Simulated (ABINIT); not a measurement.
Ti2O:

```
CELL_PARAMETERS angstrom
2.91940 0.00000 0.00000
-1.45970 2.52827 0.00000
0.00000 0.00000 4.71300
ATOMIC_POSITIONS crystal
Ti 0.33333 0.66667 0.72126
Ti 0.66667 0.33333 0.27874
O 0.00000 0.00000 0.00000
```

* Program: ABINIT 10.8.3 (patched build)
* Task: relaxation of cell and atoms
* Functional: LDA
* Potentials or basis: JTH PAW LDA v2.0
* Cutoff: 626 eV
* k mesh: 10 × 10 × 6
* Occupations: fermi-dirac, width 0.05 eV
* Spin: no spin polarisation

At the start: pressure -1.2 GPa; volume 11.60 Å³/atom.

**Question.** Where does the relaxation end?

**Answer.** Over 8 steps the energy falls by 37.8 meV/atom; space group P-3m1 (No. 164, to 0.05 Å).

The path:
```tsv
step	energy change (eV)	largest force (eV/Å)	pressure (GPa)	volume (Å³)
1	0.0000	1.4517	-1.20	34.79
2	-0.0408	1.1166	-0.46	34.66
3	-0.0986	0.1829	1.52	34.45
4	-0.1044	0.0856	0.84	34.59
5	-0.1119	0.0395	-0.55	34.88
6	-0.1129	0.0334	-0.50	34.88
7	-0.1133	0.0057	-0.15	34.82
8	-0.1133	0.0001	-0.02	34.80
```

Final structure:
```
Ti O
1.0
     2.93407    0.00000    0.00000
    -1.46704    2.54098    0.00000
     0.00000    0.00000    4.66758
Ti O
2 1
Cartesian
  0.0000 1.6940 3.4518
  1.4670 0.8470 1.2158
  0.0000 0.0000 0.0000
```
